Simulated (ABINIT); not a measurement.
# MnSi (Pm-3m) in ABINIT: reference runs

How does MnSi come out in PBE? The cell is run as given.

Program: ABINIT 10.8.3 (patched build). These are calculated values, not measurements. Logs are shortened: lines on timing, memory, paths and dates and some standing lists are left out, and cuts for length are marked. The log counts tension as positive stress, the text compression.

## 1. The structure

Symmetry: Pm-3m, No. 221, cubic system. The conventional cell has a = 3.072 Å, b = 3.072 Å, c = 3.072 Å, α = 90.00°, β = 90.00°, γ = 90.00°. Around Mn (site symmetry m-3m) lie 8 Si at 2.66 Å. Around Si (site symmetry m-3m) lie 8 Mn at 2.66 Å.

The cell was built by a generator and needn't be a form met in nature.

## 2. Single point, PBE, collinear spin, ferromagnetic start

Contents of run.abi:

```
# Pseudopotentials
pp_dirpath "./"
pseudos "Mn.GGA_PBE-JTH.xml, Si.GGA_PBE-JTH.xml"

# Structure
acell 3.07218072 3.07218072 3.07218072 Angstrom
rprim
     1.0000000000     0.0000000000     0.0000000000
     0.0000000000     1.0000000000     0.0000000000
     0.0000000000     0.0000000000     1.0000000000
ntypat 2
znucl 25 14
natom 2
typat 1 2
xred
     0.0000000000     0.0000000000     0.0000000000
     0.5000000000     0.5000000000     0.5000000000

# Plane-wave basis
ecut 26.0
pawecutdg 48.0
pawxcdev 0

# k points
kptopt 1
ngkpt 9 9 9
nshiftk 1
shiftk 0.0 0.0 0.0

# Exchange and correlation
ixc 11

# Bands and occupations
nband 15
occopt 3
tsmear 0.00183747

# Spin
nsppol 2
spinat
     0.0000000000     0.0000000000     4.0000000000
     0.0000000000     0.0000000000     0.0000000000

# SCF cycle
nstep 100
tolvrs 1.0e-9

# Output
iomode 3
prtwf 0
prtden 0
prteig 0
prtebands 0
enunit 2
```

Potentials or basis: JTH PAW PBE v2.0.

On the command line:

```bash
$ abinit run.abi > log 2>&1
```

run.abo:

```text
.Version 10.8.3 of ABINIT
 Symmetries : space group Pm -3 m (#221); Bravais cP (primitive cubic)
================================================================================
 Values of the parameters that define the memory need of the present run
     intxc =       0    ionmov =       0      iscf =      17    lmnmax =      18
     lnmax =       6     mgfft =      30  mpssoang =       3    mqgrid =    3001
     natom =       2  nloc_mem =       2    nspden =       2   nspinor =       1
    nsppol =       2      nsym =      48    n1xccc =       1    ntypat =       2
    occopt =       3   xclevel =       2
       mpw =        1264          nfft =       27000          nkpt =          35
 PAW method is used; the additional fine FFT grid is defined by:
   mgfftf=        40    nfftf =     64000
================================================================================
================================================================================

--------------------------------------------------------------------------------
------------- Echo of variables that govern the present computation ------------
--------------------------------------------------------------------------------
 -outvars: echo values of preprocessed input variables --------
            acell      5.8055801701E+00  5.8055801701E+00  5.8055801701E+00 Bohr
              amu      5.49380500E+01  2.80855000E+01
             ecut      2.60000000E+01 Hartree
           enunit           2
              ixc          11
         kptrlatt        9    0    0      0    9    0      0    0    9
          kptrlen      5.22502215E+01
            natom           2
            nband          15
            ngfft          30      30      30
          ngfftdg          40      40      40
             nkpt          35
           nspden           2
           nsppol           2
            nstep         100
             nsym          48
           ntypat           2
           occopt           3
        pawecutdg      4.80000000E+01 Hartree
         pawxcdev           0
           prtden           0
        prtebands           0
           prteig           0
            prtwf           0
          spgroup         221
           spinat      0.0000000000E+00  0.0000000000E+00  4.0000000000E+00
                       0.0000000000E+00  0.0000000000E+00  0.0000000000E+00
           tolvrs      1.00000000E-09
           tsmear      1.83747000E-03 Hartree
            typat      1  2
           useylm           1
           xangst      0.0000000000E+00  0.0000000000E+00  0.0000000000E+00
                       1.5360903600E+00  1.5360903600E+00  1.5360903600E+00
            xcart      0.0000000000E+00  0.0000000000E+00  0.0000000000E+00
                       2.9027900850E+00  2.9027900850E+00  2.9027900850E+00
             xred      0.0000000000E+00  0.0000000000E+00  0.0000000000E+00
                       5.0000000000E-01  5.0000000000E-01  5.0000000000E-01
            znucl       25.00000   14.00000

================================================================================

 chkinp: Checking input parameters for consistency.

================================================================================
== DATASET  1 ==================================================================

--- !DatasetInfo
iteration_state: {dtset: 1, }
dimensions: {natom: 2, nkpt: 35, mband: 15, nsppol: 2, nspinor: 1, nspden: 2, mpw: 1264, }
cutoff_energies: {ecut:  26.0, pawecutdg:  48.0, }
electrons: {nelect:   1.90000000E+01, charge:   0.00000000E+00, occopt:   3.00000000E+00, tsmear:   1.83747000E-03, }
meta: {optdriver: 0, ionmov: 0, optcell: 0, iscf: 17, paral_kgb: 0, }
...

 Exchange-correlation functional for the present dataset will be:
  GGA: Perdew-Burke-Ernzerhof functional - ixc=11
  J.P.Perdew, K.Burke, M.Ernzerhof, PRL 77, 3865 (1996)

 Real(R)+Recip(G) space primitive vectors, cartesian coordinates (Bohr,Bohr^-1):
 R(1)=  5.8055802  0.0000000  0.0000000  G(1)=  0.1722481  0.0000000  0.0000000
 R(2)=  0.0000000  5.8055802  0.0000000  G(2)=  0.0000000  0.1722481  0.0000000
 R(3)=  0.0000000  0.0000000  5.8055802  G(3)=  0.0000000  0.0000000  0.1722481
 Unit cell volume ucvol=  1.9567569E+02 bohr^3
 Angles (23,13,12)=  9.00000000E+01  9.00000000E+01  9.00000000E+01 degrees

 Coarse grid specifications (used for wave-functions):

 getcut: wavevector=  0.0000  0.0000  0.0000  ngfft=  30  30  30
         ecut(hartree)=     26.000   => boxcut(ratio)=   2.25125

[... 103 lines left out ...]
...

 Integrated electronic and magnetization densities in atomic spheres:
 ------------------------------------------------------------------------------------------------------------
 Radius=ratsph(iatom), smearing ratsm=  0.0000. Diff(up-dn)=approximate z local magnetic moment.
    Atom    Radius    up_density   dn_density  Total(up+dn)  Diff(up-dn)
    1 Mn   2.11192     7.470771     5.707766     13.178538     1.763005
    2 Si   1.90945     0.668634     0.763828      1.432462    -0.095194
 ------------------------------------------------------------------------------------------------------------
  Sum:                 8.139405     6.471594     14.611000     1.667811
 Total magnetization (from the atomic spheres):                1.667811
 Total magnetization (exact up - dn):                          1.641984

================================================================================

 ----iterations are completed or convergence reached----

 Mean square residual over all n,k,spin=   23.960E-09; max=  90.065E-07
 reduced coordinates (array xred) for    2 atoms
       0.000000000000      0.000000000000      0.000000000000
       0.500000000000      0.500000000000      0.500000000000
 rms dE/dt=  0.0000E+00; max dE/dt=  0.0000E+00; dE/dt below (all hartree)
    1       0.000000000000      0.000000000000      0.000000000000
    2       0.000000000000      0.000000000000      0.000000000000

 cartesian coordinates (angstrom) at end:
    1      0.00000000000000     0.00000000000000     0.00000000000000
    2      1.53609036000000     1.53609036000000     1.53609036000000

 cartesian forces (hartree/bohr) at end:
    1     -0.00000000000000    -0.00000000000000    -0.00000000000000
    2     -0.00000000000000    -0.00000000000000    -0.00000000000000
 frms,max,avg= 0.0000000E+00 0.0000000E+00   0.000E+00  0.000E+00  0.000E+00 h/b

 cartesian forces (eV/Angstrom) at end:
    1     -0.00000000000000    -0.00000000000000    -0.00000000000000
    2     -0.00000000000000    -0.00000000000000    -0.00000000000000
 frms,max,avg= 0.0000000E+00 0.0000000E+00   0.000E+00  0.000E+00  0.000E+00 e/A
 length scales=  5.805580170094  5.805580170094  5.805580170094 bohr
              =  3.072180720000  3.072180720000  3.072180720000 angstroms
 Fermi (or HOMO) energy (hartree) =   0.30340   Average Vxc (hartree)=  -0.42248
 Magnetization (Bohr magneton)=  1.64199240E+00
 Total spin up =  1.03209962E+01   Total spin down =  8.67900380E+00
 Eigenvalues (hartree) for nkpt=  35  k points, SPIN UP:
 kpt#   1, nband= 15, wtk=  0.00137, kpt=  0.0000  0.0000  0.0000 (reduced coord)
  -2.63577   -1.48651   -1.48651   -1.48651   -0.12265    0.20510    0.20510    0.26899
   0.26899    0.26899    0.39575    0.39575    0.39575    0.57961    0.57961
      occupation numbers for kpt#   1
   1.00000    1.00000    1.00000    1.00000    1.00000    1.00000    1.00000    1.00000
   1.00000    1.00000    0.00000    0.00000    0.00000    0.00000    0.00000
 prteigrs : prtvol=0 or 1, do not print more k-points.

 Eigenvalues (hartree) for nkpt=  35  k points, SPIN DOWN:
 kpt#   1, nband= 15, wtk=  0.00137, kpt=  0.0000  0.0000  0.0000 (reduced coord)
  -2.56371   -1.41599   -1.41599   -1.41599   -0.12541    0.24529    0.24529    0.33584
   0.33584    0.33584    0.39247    0.39247    0.39247    0.58974    0.58974
      occupation numbers for kpt#   1
   1.00000    1.00000    1.00000    1.00000    1.00000    1.00000    1.00000    0.00000
   0.00000    0.00000    0.00000    0.00000    0.00000    0.00000    0.00000
 prteigrs : prtvol=0 or 1, do not print more k-points.

 Fermi (or HOMO) energy (eV) =   8.25581   Average Vxc (eV)= -11.49633
 Eigenvalues (   eV  ) for nkpt=  35  k points, SPIN UP:
 kpt#   1, nband= 15, wtk=  0.00137, kpt=  0.0000  0.0000  0.0000 (reduced coord)
 -71.72290  -40.44997  -40.44997  -40.44997   -3.33757    5.58113    5.58113    7.31960
   7.31960    7.31960   10.76897   10.76897   10.76897   15.77209   15.77209
 prteigrs : prtvol=0 or 1, do not print more k-points.

 Eigenvalues (   eV  ) for nkpt=  35  k points, SPIN DOWN:
 kpt#   1, nband= 15, wtk=  0.00137, kpt=  0.0000  0.0000  0.0000 (reduced coord)
 -69.76211  -38.53113  -38.53113  -38.53113   -3.41249    6.67479    6.67479    9.13870
   9.13870    9.13870   10.67977   10.67977   10.67977   16.04769   16.04769
 prteigrs : prtvol=0 or 1, do not print more k-points.

--- !EnergyTerms
iteration_state     : {dtset: 1, }
comment             : Components of total free energy in Hartree
kinetic             :  1.41951881741438E+01
hartree             :  2.97476596598473E+01
xc                  : -6.10487165735787E+00
Ewald energy        : -6.71785580514636E+01
psp_core            :  3.35706194061047E+00
local_psp           : -7.62599827898008E+01
PAW spherical_terms : -6.55291809451797E+00
internal            : -1.08796420818539E+02
'-kT*entropy'       : -1.12630578994609E-03
total_energy        : -1.08797547124329E+02
total_energy_eV     : -2.96053207741543E+03
...

--- !EnergyTermsDC
iteration_state     : {dtset: 1, }
comment             : '"Double-counting" decomposition of free energy'
band_energy         : -1.19136114228638E+01
Ewald energy        : -6.71785580514636E+01
psp_core            :  3.35706194061047E+00
xc_dc               : -2.93098733510230E+01
PAW spherical_terms : -3.75143341592742E+00
internal            : -1.08796414300667E+02
'-kT*entropy'       : -1.12630578994609E-03
total_energy_dc     : -1.08797540606457E+02
total_energy_dc_eV  : -2.96053190005511E+03
...

--- !EnergyTermsWithPAWCore
iteration_state     : {dtset: 1, }
comment             : 'Components of total free energy, including PAW core contributions'
Total energy        : -1.44866644801165E+03
Total energy DC     : -1.44866644149378E+03
Total energy (eV)   : -3.94202222584385E+04
Total energy DC (eV): -3.94202220810782E+04
...

 Cartesian components of stress tensor (hartree/bohr^3)
  sigma(1 1)=  8.67936066E-04  sigma(3 2)=  0.00000000E+00
  sigma(2 2)=  8.67936066E-04  sigma(3 1)=  0.00000000E+00
  sigma(3 3)=  8.67936066E-04  sigma(2 1)=  0.00000000E+00

-Cartesian components of stress tensor (GPa)         [Pressure= -2.5536E+01 GPa]
- sigma(1 1)=  2.55355607E+01  sigma(3 2)=  0.00000000E+00
- sigma(2 2)=  2.55355607E+01  sigma(3 1)=  0.00000000E+00
- sigma(3 3)=  2.55355607E+01  sigma(2 1)=  0.00000000E+00

== END DATASET(S) ==============================================================
================================================================================

 -outvars: echo values of variables after computation  --------
            acell      5.8055801701E+00  5.8055801701E+00  5.8055801701E+00 Bohr
           etotal     -1.0879754061E+02
            fcart     -0.0000000000E+00 -0.0000000000E+00 -0.0000000000E+00
                      -0.0000000000E+00 -0.0000000000E+00 -0.0000000000E+00
           strten      8.6793606576E-04  8.6793606576E-04  8.6793606576E-04
                       0.0000000000E+00  0.0000000000E+00  0.0000000000E+00
           xangst      0.0000000000E+00  0.0000000000E+00  0.0000000000E+00
                       1.5360903600E+00  1.5360903600E+00  1.5360903600E+00
             xred      0.0000000000E+00  0.0000000000E+00  0.0000000000E+00
                       5.0000000000E-01  5.0000000000E-01  5.0000000000E-01
 Calculation completed.
```

Wall time 82 s (1 thread of Arm Neoverse V1, shared host); peak memory 0.15 GiB.

What came out:

| Quantity | Value |
| --- | --- |
| Free energy | -2960.5319 eV |
| Pressure | -25.5 GPa |
| Band gap on the k mesh | none (metal or under the smearing width) |
| Net moment | 1.64 μB per cell |
| Site moments | Mn +1.76; Si -0.10 μB |
| Valence electrons inside the program's atomic spheres | Mn 13.18; Si 1.43 |

Levels at points of the mesh, in eV from the Fermi level:
Spin up:
```
           k point  band 6  band 7  band 8  band 9  band 10  band 11  band 12  band 13  band 14  band 15
(0.00, 0.00, 0.00)   -2.67   -2.67   -0.94   -0.94    -0.94     2.51     2.51     2.51     7.52     7.52
```
Spin down:
| k point | band 7 | band 8 | band 9 | band 10 | band 11 | band 12 |
| --- | --- | --- | --- | --- | --- | --- |
| (0.00, 0.00, 0.00) | -1.58 | 0.88 | 0.88 | 0.88 | 2.42 | 2.42 |

Caveat: so large a pressure means that the cell lies far from this level's equilibrium, or that cutoff or potentials fall short.
